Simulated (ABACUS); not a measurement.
# PbS (Galena) (Fm-3m) in ABACUS: settings compared

The runs below take PbS (Galena) through single point, relaxation of cell and atoms, with r2SCAN, LDA.

All numbers are computed with ABACUS 3.10.1; they aren't measurements. Logs are shortened: lines on timing, memory, paths and dates and some standing lists are left out, and cuts for length are marked.

## Step 1: Starting point

The structure is cubic, space group Fm-3m (No. 225). The conventional cell has a = 5.931 Å, b = 5.931 Å, c = 5.931 Å, α = 90.00°, β = 90.00°, γ = 90.00°. Around Pb (site symmetry m-3m) lie 6 S at 2.97 Å. Around S (site symmetry m-3m) lie 6 Pb at 2.97 Å.

## Step 2: Single point, r2SCAN

The input, run_abacus.py:

```python
"""ABACUS run from a structure file: ASE reads it, the script writes STRU, KPT and INPUT."""
import re
import subprocess
from ase.io import read
from ase.units import Bohr

atoms = read("PbS.xyz")
atoms = atoms[(-atoms.numbers).argsort(kind="stable")]  # ABACUS lists atoms element by element
pseudo = {'Pb': 'Pb_ONCV_PBE-1.2.upf', 'S': 'S_ONCV_PBE-1.2.upf'}
orbital = {}
magmoms = None
kmesh = [5, 5, 5]
params = {
    'suffix': 'PbS',
    'calculation': 'scf',
    'basis_type': 'pw',
    'pseudo_dir': './',
    'symmetry': 1,
    'dft_functional': 'MGGA_X_R2SCAN+MGGA_C_R2SCAN',
    'ecutwfc': 73,
    'pseudo_rcut': 10,
    'nspin': 1,
    'nbands': 20,
    'ks_solver': 'dav',
    'smearing_method': 'fd',
    'smearing_sigma': 0.00367493,
    'scf_thr': 1e-08,
    'scf_nmax': 100,
    'mixing_type': 'broyden',
    'mixing_beta': 0.7,
    'cal_force': 1,
    'cal_stress': 1,
    'mixing_tau': 1,
    'out_chg': 1,
    'kpar': 4,
}

symbols = atoms.get_chemical_symbols()
elements = list(dict.fromkeys(symbols))
lines = ["ATOMIC_SPECIES"] + [f"{e} {atoms.get_masses()[symbols.index(e)]:.4f} {pseudo[e]}" for e in elements]
if orbital:
    lines += ["", "NUMERICAL_ORBITAL"] + [orbital[e] for e in elements]
lines += ["", "LATTICE_CONSTANT", f"{1 / Bohr:.10f}", "", "LATTICE_VECTORS"]
lines += [" ".join(f"{x:.10f}" for x in v) for v in atoms.cell]
lines += ["", "ATOMIC_POSITIONS", "Direct"]
for e in elements:
    lines += ["", e, "0.0", str(symbols.count(e))]
    for i, p in enumerate(atoms.get_scaled_positions(wrap=False)):
        if symbols[i] == e:
            mag = "" if magmoms is None else " mag " + " ".join(str(x) for x in (magmoms[i] if isinstance(magmoms[i], list) else [magmoms[i]]))
            lines.append(" ".join(f"{x:.10f}" for x in p) + " 1 1 1" + mag)
open("STRU", "w").write("\n".join(lines) + "\n")
open("KPT", "w").write("K_POINTS\n0\nGamma\n%d %d %d 0 0 0\n" % tuple(kmesh))
open("INPUT", "w").write("INPUT_PARAMETERS\n" + "".join(f"{k:<20s}{v}\n" for k, v in params.items()))

done = subprocess.run(['mpirun', '-np', '4', 'abacus'])
if done.returncode:
    raise SystemExit(done.returncode)
log = open("OUT.PbS/running_scf.log").read()
print("final energy (eV):", re.findall(r"FINAL_ETOT_IS (\S+)", log))
```

The input, PbS.xyz:

```xyz
2
Lattice="0.0000000000 2.9657500000 2.9657500000 2.9657500000 0.0000000000 2.9657500000 2.9657500000 2.9657500000 0.0000000000" Properties=species:S:1:pos:R:3 pbc="T T T"
Pb     0.0000000000      0.0000000000      0.0000000000
S      2.9657500000      2.9657500000      2.9657500000
```

Potentials or basis: SG15 ONCV 1.2 PBE, plane waves.

The run is started by

```sh
$ OMP_NUM_THREADS=1 python run_abacus.py > log
```

running log:

```text
ABACUS v3.10.1

               Atomic-orbital Based Ab-initio Computation at UStc

 ------------------------------------------------------------------------------------

 READING GENERAL INFORMATION
                           global_out_dir = OUT.PbS/
                           global_in_card = INPUT
                               pseudo_dir = ./
                              orbital_dir =
                                    DSIZE = 4
                                    GSIZE = 1

 READING UNITCELL INFORMATION
                                    ntype = 2
                  lattice constant (Bohr) = 1.88973
              lattice constant (Angstrom) = 1

 READING ATOM TYPE 1
                               atom label = Pb
                      L=0, number of zeta = 1
                      L=1, number of zeta = 1
                      L=2, number of zeta = 1
             number of atom for this type = 1

 READING ATOM TYPE 2
                               atom label = S
                      L=0, number of zeta = 1
                      L=1, number of zeta = 1
                      L=2, number of zeta = 1
             number of atom for this type = 1

                        TOTAL ATOM NUMBER = 2
DIRECT COORDINATES
    atom                   x                   y                   z     mag                  vx                  vy                  vz
taud_Pb1            0.0000000000        0.0000000000        0.0000000000  0.0000        0.0000000000        0.0000000000        0.0000000000
taud_S1            0.5000000000        0.5000000000        0.5000000000  0.0000        0.0000000000        0.0000000000        0.0000000000

                          Volume (Bohr^3) = 352.071
                             Volume (A^3) = 52.1715

 Lattice vectors: (Cartesian coordinate: in unit of a_0)
                   +0            +2.96575            +2.96575
             +2.96575                  +0            +2.96575
             +2.96575            +2.96575                  +0
 Reciprocal vectors: (Cartesian coordinate: in unit of 2 pi/a_0)
            -0.168591           +0.168591           +0.168591
            +0.168591           -0.168591           +0.168591
            +0.168591           +0.168591           -0.168591
 The esolver type has been set to : ksdft_pw

                PAO radial cut off (Bohr) = 10

 Read in pseudopotential file is Pb_ONCV_PBE-1.2.upf
                     pseudopotential type = NC
          exchange-correlation functional = PBE
                 nonlocal core correction = 0
                        valence electrons = 14
                                     lmax = 3
                           number of zeta = 0
                     number of projectors = 8
                           L of projector = 0
                           L of projector = 0
                           L of projector = 1
                           L of projector = 1
                           L of projector = 2
                           L of projector = 2
                           L of projector = 3
                           L of projector = 3
 XC functional updated to : MGGA_X_R2SCAN+MGGA_C_R2SCAN
          exchange-correlation functional = MGGA_X_R2SCAN+MGGA_C_R2SCAN
                PAO radial cut off (Bohr) = 10

 Read in pseudopotential file is S_ONCV_PBE-1.2.upf
                     pseudopotential type = NC
          exchange-correlation functional = PBE
                 nonlocal core correction = 0
                        valence electrons = 6
                                     lmax = 1
                           number of zeta = 0
                     number of projectors = 4
                           L of projector = 0
                           L of projector = 0
                           L of projector = 1
                           L of projector = 1
 XC functional updated to : MGGA_X_R2SCAN+MGGA_C_R2SCAN
          exchange-correlation functional = MGGA_X_R2SCAN+MGGA_C_R2SCAN
     initial pseudo atomic orbital number = 0

 SETUP THE ELECTRONS NUMBER
            electron number of element Pb = 14
      total electron number of element Pb = 14
             electron number of element S = 6
       total electron number of element S = 6
            AUTOSET number of electrons:  = 20
                           occupied bands = 10
                                   NBANDS = 20
                                   NLOCAL = 18

%%%%%%%%%%%%%%%%%%%%%%%%%%%%%%%%%%%%%%%%%%%%%%%%%%%%%%%%%%%%%%%%%%%%%%%%%%%%%%%%%%%%%%%%%%%%%%%%%%%%%%%%%%
 Warning: the number of valence electrons in pseudopotential > 4 for Pb: [Xe] 4f14 5d10 6s2 6p2
 Pseudopotentials with additional electrons can yield (more) accurate outcomes, but may be less efficient.
 If you're confident that your chosen pseudopotential is appropriate, you can safely ignore this warning.
%%%%%%%%%%%%%%%%%%%%%%%%%%%%%%%%%%%%%%%%%%%%%%%%%%%%%%%%%%%%%%%%%%%%%%%%%%%%%%%%%%%%%%%%%%%%%%%%%%%%%%%%%%

 SETUP THE PLANE WAVE BASIS
 energy cutoff for charge/potential (unit:Ry) = 292
            fft grid for charge/potential = [ 45, 45, 45 ]
[... 43 lines left out ...]
                                    ibrav = 3
                                    IBRAV = 3
                                  BRAVAIS = FACE CENTERED CUBIC
                       LATTICE CONSTANT A = 5.9315
Original cell was already a primitive cell.
                        ROTATION MATRICES = 48
              PURE POINT GROUP OPERATIONS = 48
                   SPACE GROUP OPERATIONS = 48
                              POINT GROUP = O_h
               POINT GROUP IN SPACE GROUP = O_h

 SETUP K-POINTS
                                    nspin = 1
                   Input type of k points = Monkhorst-Pack(Gamma)
                                   nkstot = 125
                       right hand lattice = 1
(for reciprocal lattice: )
                             BRAVAIS TYPE = 2
                     BRAVAIS LATTICE NAME = 02. Cubic I (body-centered)
                                    ibrav = 2
                       right hand lattice = 1
(for k-lattice: )
                             BRAVAIS TYPE = 2
                     BRAVAIS LATTICE NAME = 02. Cubic I (body-centered)
                                    ibrav = 2
                       right hand lattice = 1
                        ROTATION MATRICES = 48
                               nkstot_ibz = 10
K-POINTS REDUCTION ACCORDING TO SYMMETRY
     IBZ    DIRECT_X    DIRECT_Y    DIRECT_Z  WEIGHT  ibz2bz
       1  0.00000000  0.00000000  0.00000000  0.0080       0
       2  0.20000000  0.20000000  0.20000000  0.0640       1
       3  0.40000000  0.40000000  0.40000000  0.0640       2
       4  0.20000000  0.20000000  0.00000000  0.0480       6
       5  0.40000000  0.40000000  0.20000000  0.1920       7
       6 -0.40000000  0.40000000  0.40000000  0.1920       8
       7  0.40000000  0.20000000  0.20000000  0.0960       9
       8  0.40000000  0.40000000  0.00000000  0.0480      12
       9 -0.20000000  0.40000000  0.40000000  0.0960      13
      10 -0.40000000  0.40000000  0.20000000  0.1920      38

                               nkstot now = 10
[... K-POINTS DIRECT COORDINATES: 10 rows ...]

           k-point number in this process = 3
       minimum distributed K point number = 2
[... stars of the k points ...]

[... K-POINTS CARTESIAN COORDINATES: 3 rows ...]

[... K-POINTS DIRECT COORDINATES: 3 rows ...]

 SETUP PLANE WAVES FOR WAVE FUNCTIONS
     energy cutoff for wavefunc (unit:Ry) = 73
              fft grid for wave functions = [ 45, 45, 45 ]
                    number of plane waves = 4279
                         number of sticks = 349

 PARALLEL PW FOR WAVE FUNCTIONS
     PROC   COLUMNS(POT)             PW
        1            349           4279
 --------------- sum -------------------
        1            349           4279

 SETUP NONLOCAL PSEUDOPOTENTIALS IN PLANE WAVE BASIS
 Pb non-local projectors:
 projector 1 L=0
 projector 2 L=0
 projector 3 L=1
 projector 4 L=1
 projector 5 L=2
 projector 6 L=2
 projector 7 L=3
 projector 8 L=3
 S non-local projectors:
 projector 1 L=0
 projector 2 L=0
 projector 3 L=1
 projector 4 L=1
      TOTAL NUMBER OF NONLOCAL PROJECTORS = 40

 Init Non-Local PseudoPotential table :
 Init Non-Local-Pseudopotential done.

                                     npwx = 3719

 -------------------------------------------
 SELF-CONSISTENT
 -------------------------------------------
                                 init_chg = atomic

 PW ALGORITHM --------------- ION=   1  ELEC=   1--------------------------------
 Notice: Threshold on eigenvalues was too large.
 hsover_error=0.2 > DRHO=0.139202
 Origin diag ethr = 0.01
 New diag ethr = 0.00069601

 Density error is 0.139562595321
                          Error Threshold = 0.000696010277327
----------------------------------------------------------
     Energy           Rydberg                 eV
----------------------------------------------------------
 E_KohnSham     -132.7250731934      -1805.8172628972
 E_Harris       -132.9085969024      -1808.3142310575
 E_Fermi        0.6418690427         8.7330763512
----------------------------------------------------------
[... 63 lines left out ...]
 Density error is 1.15462901177e-09
                          Error Threshold = 1.41422890208e-10
----------------------------------------------------------
     Energy           Rydberg                 eV
----------------------------------------------------------
 E_KohnSham     -132.8058488223      -1806.9162717094
 E_KS(sigma->0) -132.8058488205      -1806.9162716859
 E_Harris       -132.8058429871      -1806.9161923180
 E_band         -3.3857679325        -46.0657359871
 E_one_elec     -28.4709409020       -387.3670236887
 E_Hartree      24.8207224673        337.7032540318
 E_xc           -17.9259864180       -243.8955575556
 E_Ewald        -111.2296439661      -1513.3569444498
 E_entropy(-TS) -0.0000000035        -0.0000000472
 E_descf        0.0000000000         0.0000000000
 E_exx          0.0000000000         0.0000000000
 E_Fermi        0.6800781464         9.2529378765
----------------------------------------------------------

 charge density convergence is achieved
 final etot is -1806.9162717 eV
 EFERMI = 9.2529378765 eV

 STATE ENERGY(eV) AND OCCUPATIONS    NSPIN == 1
 1/3 kpoint (Cartesian) = 0.0000 0.0000 0.0000 (3719 pws)
       1       -7.70176      0.0160000
       2       -7.70176      0.0160000
       3       -7.70176      0.0160000
       4       -7.68572      0.0160000
       5       -7.68572      0.0160000
       6       -5.28280      0.0160000
[... 56 lines left out ...]
      19        23.3818        0.00000
      20        24.8073        0.00000

------------------------------------------------------------------------------------------
 TOTAL-FORCE (eV/Angstrom)
------------------------------------------------------------------------------------------
                       Pb1         0.0000000000         0.0000000000         0.0000000000
                        S1         0.0000000000         0.0000000000         0.0000000000
------------------------------------------------------------------------------------------

----------------------------------------------------------------
 TOTAL-STRESS (KBAR)
----------------------------------------------------------------
         0.3011871981        -0.0000000000        -0.0000000000
        -0.0000000000         0.3011871981        -0.0000000000
        -0.0000000000         0.0000000000         0.3011871981
----------------------------------------------------------------
 TOTAL-PRESSURE: 0.301187 KBAR

 --------------------------------------------
 !FINAL_ETOT_IS -1806.9162717094482105 eV
 --------------------------------------------
```

Wall time 7.4 s (4 MPI ranks of AMD EPYC 9R45 (Zen 5), shared host); peak memory 0.4 GiB.

What came out:

```yaml
Free_energy: -1806.9163 eV
Pressure: 0.0 GPa
```

Levels at points of the mesh, in eV from the Fermi level:
```csv
k point,band 6,band 7,band 8,band 9,band 10,band 11,band 12,band 13,band 14,band 15
"(0.00, 0.00, 0.00)",-14.54,-6.80,-2.55,-2.55,-2.55,5.05,5.05,5.05,7.15,7.15
```

Caveat: this odd mesh misses L, where the gap lies, so gap, dielectric constants and Born charges aren't listed; the potentials were made for another functional, which shifts forces and pressure. Spin-orbit coupling is left out, which matters for the levels of Pb.

(Continued in part 2 of 2.)
